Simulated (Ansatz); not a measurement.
W: elastic constants with PBE

W:

```
W
1.0
    -1.58234    1.58234    1.58234
     1.58234   -1.58234    1.58234
     1.58234    1.58234   -1.58234
W
1
Direct
  0.00000 0.00000 0.00000
```

```yaml
Program: Ansatz 0.2.0
Task: elastic constants
Functional: PBE
Potentials_or_basis: all-electron LAPW, scalar-relativistic
Cutoff: 310 eV (chosen from the basis error)
Basis_error_allowed: 0.001 eV/atom
k_mesh: 9 × 9 × 9
Occupations: fermi-dirac, width 0.05 eV
Spin: no spin polarisation
```

```json
{"Pressure": "5.5 GPa", "Band gap on the k mesh": "none (metal or under the smearing width)", "Elastic constants C11, C12, C44": "493, 242, 111 GPa", "Voigt bulk modulus": "326 GPa"}
```

Levels at points of the mesh, in eV from the Fermi level:
```tsv
k point	band 19	band 20	band 21	band 22	band 23	band 24	band 25	band 26
(0.00, 0.00, 0.00)	-28.24	-9.69	-1.30	-1.30	-1.30	2.19	2.19	14.43
```

Elastic tensor in Voigt notation (GPa, in the Cartesian axes of the cell as first typed):
```
493 242 242   0   0   0
242 493 242   0   0   0
242 242 493   0   0   0
  0   0   0 111   0   0
  0   0   0   0 111   0
  0   0   0   0   0 111
```

Run time: 54 s on 1 thread of Arm Neoverse V1, with other jobs on the host, peak memory 0.38 GiB.

Caveat: the k mesh is thin for a metal, which can move the energy by tens of meV per atom; a metal's response needs a denser mesh; the cell is more than 3 GPa from zero pressure, which shifts response properties; elastic constants of metals need much finer meshes, so these are rough. The run has no spin-orbit coupling, so splittings on W are missing.
